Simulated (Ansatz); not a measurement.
**SiO$_{2}$: the gap under strain**

SiO$_{2}$, P6_322, a = 5.015 Å, c = 8.539 Å. This isn't the usual stable structure of the compound. Ansatz: LDA, PAW, 420 eV, Γ-centred 6×6×4 mesh on 12 atoms, Gaussian smearing 0.02 eV; no spin polarisation. Series: biaxial strain in the a-b plane, c and atoms relaxed; x is the strain in per cent. The gap is sought over the whole zone.

| x (%) | gap y (eV) |
| --- | --- |
| -3.0 | ? |
| -1.5 | 5.439 |
| 0.0 | 5.408 |
| 1.5 | 5.375 |
| 3.0 | 5.342 |

Fit y = E0 + c1 x + c2 x² to the other rows, give the deformation potential for this strain, and predict the missing gap.

Least squares on the rows shown. y = 5.4077 − 0.021267 x − 0.00022222 x². The deformation potential is 100 c1 = -2.13 eV per unit strain. At x = -3.0 the fit asked for gives 5.470 eV. The run gave 5.465 eV, so the fit is 0.005 eV too high, small in itself but 4 % of the span of the series. Note that a band edge changes its point in the zone among the fitted rows.

Semilocal functionals give gaps under the measured ones; changes of the gap mostly carry over better.